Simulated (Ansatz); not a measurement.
**O-17 NMR of the central transition in SiO2 at a changed volume**

Cell: a COD entry, relaxed with PBE at fixed cell and then changed (volume scaled by 0.98, ions relaxed).

```cif
data_SiO2
_symmetry_space_group_name_H-M 'P4_12_12'
_symmetry_Int_Tables_number 92
_cell_length_a 4.9393
_cell_length_b 4.9393
_cell_length_c 6.8792
_cell_angle_alpha 90.000
_cell_angle_beta 90.000
_cell_angle_gamma 90.000
loop_
_atom_site_label
_atom_site_type_symbol
_atom_site_symmetry_multiplicity
_atom_site_Wyckoff_symbol
_atom_site_fract_x
_atom_site_fract_y
_atom_site_fract_z
Si Si 4 a 0.3085 0.3085 0.0000
O O 8 b 0.2353 0.1228 0.1880
```

One atom of each set is listed.

Computed with Ansatz: DFT, PBE, plane waves and PAW, scalar-relativistic, 420 eV cutoff, Γ-centred 6×6×5 k-points, Fermi–Dirac smearing 0.02 eV.

O-17 has I = 5/2 and Q = -25.58 mb (Pyykkö 2018); at 16.4 T its Larmor frequency is ν₀ = 94.7 MHz. Only the quadrupole interaction is simulated: positions count from each site's isotropic chemical shift, and J coupling is left out, as are shift anisotropy and dipolar coupling, which fast spinning averages.

Simulated pattern of one O site (fast magic-angle spinning, Gaussian broadening 0.2 kHz):

(offset (kHz), height): (-5.536, 0), (-5.363, 2), (-5.190, 6), (-5.017, 7), (-4.844, 8), (-4.671, 8), (-4.498, 8), (-4.325, 8), (-4.152, 9), (-3.979, 9), (-3.806, 11), (-3.633, 27), (-3.460, 48), (-3.287, 63), (-3.114, 89), (-2.941, 81), (-2.768, 65), (-2.595, 59), (-2.422, 56), (-2.249, 55), (-2.076, 55), (-1.903, 56), (-1.731, 59), (-1.558, 64), (-1.385, 72), (-1.212, 93), (-1.039, 100), (-0.866, 77), (-0.693, 65), (-0.520, 42), (-0.347, 6), (-0.174, 0)

(1) Which |C_Q| and η does the pattern imply?

## Answers

(1) The pattern spans 4.83 kHz before broadening and its centre of gravity is at -2.14 kHz, which fixes P_Q; the places of the horns and steps fix η. That gives P_Q = 5.81 MHz, |C_Q| = 5.76 MHz and η = 0.21. The sign of C_Q can't be read from the pattern.

At O V_zz runs parallel to the line that joins its two neighbours (within 1°).

The relaxation (5 steps) took 23 s of wall time (88 s of CPU time) and 0.58 GiB at its peak, on 4 threads of Arm Neoverse V1 (aarch64; 8 cores open to the job, memory cap 8.0 GiB, no GPU), a shared host with a load of 0.5 a core.
